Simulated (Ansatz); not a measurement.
A relaxation of cell and atoms of SrO (started from an entry of an open crystallographic database) with the PAW code Ansatz, at the level LDA. It starts from the PBE minimum.

Input file:
```yaml
crystal:
  lattice:
    - [0.0, 2.5973730392, 2.5973730392]
    - [2.5973730392, 0.0, 2.5973730392]
    - [2.5973730392, 2.5973730392, 0.0]
  atoms:
    - { symbol: Sr, position: [0.5, 0.5, 0.5] }
    - { symbol: O, position: [0.0, 0.0, 0.0] }
kpoints:
  mp_grid: { grid: [8, 8, 8] }
hamiltonian:
  xc: lda
scf:
  occupations: { method: fermi_dirac, width: 0.02 }
relax:
  f_tol: 0.005
  cell: {}
output:
  write_density: true
  write_potential: true
  elf: true
  volumetric_format: npy
```

Run as `ansatz run input.yaml --threads 2 --pin off --max-ram 2211MiB --backend cpu --events-out ev --progress --plain --runs-dir out`. It took 1.9 s on 2 threads of Intel(R) Xeon(R) 6975P-C (Granite Rapids), with other jobs on the host, load about 0.3 per core; peak host memory 0.38 GiB.

Abridged output:
```
Functional definition: SPW92
Crystal: 2 atoms, lattice volume = 35.046 Å³
Basis set: ecut = 420 eV, 701 PW (Γ)
Bands: 12, of which v1, the nominal top of the filled ones, is band 8 counted from 1 (7 counted from 0)
Symmetry: 48 space group operations
Space group: Fm-3m (ITA 225)
k-points: 29 of 512
SCF iter   1: HF=-4002.791412 eV  Δρ=1.63e-2  dr2=9.60e-2
SCF iter   2: HF=-4002.771958 eV  Δρ=3.27e-3  dr2=3.59e-3
SCF iter   3: HF=-4002.771230 eV  Δρ=9.21e-4  dr2=1.68e-4
SCF iter   4: HF=-4002.771183 eV  Δρ=3.91e-5  dr2=3.33e-7
SCF iter   5: HF=-4002.771181 eV  Δρ=1.12e-5  dr2=1.07e-8
SCF iter   6: HF=-4002.771181 eV  Δρ=1.92e-6  dr2=8.26e-10
SCF 1 converged in 6 iterations: F = -4002.771181 eV  dr2 = 8.26e-10
relax step 1: F+E_penalty+E_count = -4002.77118125 eV  P = -6.699 GPa  Ω = 35.046 Å³
SCF 2 converged in 6 iterations: F = -4002.776012 eV  dr2 = 2.85e-10
relax step 2: F+E_penalty+E_count = -4002.77601184 eV  P = +9.552 GPa  Ω = 30.166 Å³  (rejected)
SCF 3 converged in 7 iterations: F = -4002.832626 eV  dr2 = 3.67e-13
relax step 3: F+E_penalty+E_count = -4002.83262627 eV  P = -0.939 GPa  Ω = 32.855 Å³
SCF 4 converged in 6 iterations: F = -4002.834578 eV  dr2 = 1.10e-12
relax step 4: F+E_penalty+E_count = -4002.83457811 eV  P = +0.119 GPa  Ω = 32.524 Å³
SCF 5 converged in 6 iterations: F = -4002.834474 eV  dr2 = 4.42e-14
relax step 5: F+E_penalty+E_count = -4002.83447365 eV  P = +0.003 GPa  Ω = 32.559 Å³
SCF 6 converged in 6 iterations: F = -4002.828832 eV  dr2 = 9.71e-14
relax step 6: F+E_penalty+E_count = -4002.82883217 eV  P = -0.285 GPa  Ω = 32.559 Å³  (SCF on a basis re-selected at this cell)
SCF 7 converged in 6 iterations: F = -4002.829197 eV  dr2 = 7.07e-14
relax step 7: F+E_penalty+E_count = -4002.82919732 eV  P = +0.001 GPa  Ω = 32.472 Å³
SCF 8 converged in 8 iterations: F = -4002.828926 eV  dr2 = 8.21e-17
relax step 8: F+E_penalty+E_count = -4002.82892606 eV  P = -0.007 GPa  Ω = 32.472 Å³  (SCF on a basis re-selected at this cell)
SCF converged after 8 iterations
Free energy (F): -4002.828926 eV
Fermi energy:    9.598716 eV
--- Per-component energies (eV) ---
  E_band       = -53.262475
  E_kinetic    = 423.141314
  E_local      = -845.100315
  E_nonlocal   = 256.347262
  E_hartree    = 225.150488
  E_xc         = -246.437747
  E_vxc        = -258.106137
  E_paw        = -2743.945606
  E_vpaw       = -79.848068
  E_ewald      = -1072.377872
  E_core_change = 0.391057
--- Stress (GPa, compression-positive) ---
       -0.007244       0.000000       0.000000
        0.000000      -0.007244       0.000000
        0.000000       0.000000      -0.007244
  P = ⅓ Tr σ = -0.0072 GPa (-0.072 kbar)
--- Relaxed structure (6 steps of the walk, 5 accepted, 2 SCFs on fresh bases) ---
  F+E_penalty+E_count = -4002.82892606 eV
  cell:  # Å, volume = 32.4721 Å³
    - [0.000000, 2.532173, 2.532173]
    - [2.532173, 0.000000, 2.532173]
    - [2.532173, 2.532173, 0.000000]
  atoms:
    - { symbol: Sr, position: [0.500000, 0.500000, 0.500000] }
    - { symbol: O, position: [0.000000, 0.000000, 0.000000] }
```

Planar averages along the third cell vector, from rho_z.tsv and v_z.tsv (valence density with its augmentation; electrostatic potential energy of an electron, of which only differences have a meaning):
```csv
z (Å),ρ (e/Å³),v_es (eV)
0.00,0.669,6.37
0.15,0.640,6.53
0.30,0.563,6.93
0.45,0.464,7.36
0.60,0.379,7.68
0.75,0.339,7.64
0.90,0.351,6.49
1.04,0.401,3.92
1.19,0.468,0.52
1.34,0.530,-3.15
1.49,0.568,-6.42
1.64,0.583,-8.66
1.79,0.586,-9.46
1.94,0.583,-8.66
2.09,0.568,-6.42
2.24,0.530,-3.15
2.39,0.468,0.52
2.54,0.401,3.92
2.69,0.351,6.49
2.83,0.339,7.64
2.98,0.379,7.68
3.13,0.464,7.36
3.28,0.563,6.93
3.43,0.640,6.53
```

The walk took 6 steps and changed the volume by -7.3 %. The last SCF, on a fresh basis, lies 28.9 meV an atom below the first. At the end: space group Fm-3m (No. 225), cubic; conventional cell a = 5.064 Å, 16.24 Å³ an atom. Sr has 6 O at 2.53 Å; O has 6 Sr at 2.53 Å.

Calculated for a static, non-magnetic cell.
